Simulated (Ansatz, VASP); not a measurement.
# One calculation of Sb, two programs

```
Sb
1.0
     3.18093    0.00000    0.00000
     0.00000    3.18093    0.00000
     0.00000    0.00000    3.18093
Sb
1
Cartesian
  0.0000 0.0000 0.0000
```

This isn't the form of Sb at room conditions, which is rhombohedral.

Alike in both runs: task single point; functional r2SCAN; k mesh 8 × 8 × 8; occupations fermi-dirac, width 0.05 eV; no spin polarisation.

|  | VASP | Ansatz |
| --- | --- | --- |
| version | VASP 6.6.1 | Ansatz 0.2.0 |
| potentials or method | VASP PAW PBE potentials, release 64 (Sb) | Ansatz PAW |
| plane-wave cutoff (eV) | 520 | 500 |
| valence electrons in the cell | 5 | 15 |

```tsv
	VASP	Ansatz	Ansatz less VASP
gap on the k mesh at the Fermi level (eV)	none	none	-
pressure (GPa)	-4.2	-4.2	+0.03
```

A gap of «none» marks a metal or a gap that the smearing closes. The two sets of potentials don't hold the same shells in valence.

Caveats: the PAW data sets were made with another functional, which shifts forces and pressure a little (VASP); the PAW data sets come from PBE, with cores solved anew for the run's functional, which leaves a small shift of forces and pressure (Ansatz). Spin-orbit coupling is left out, which matters for the levels of Sb.
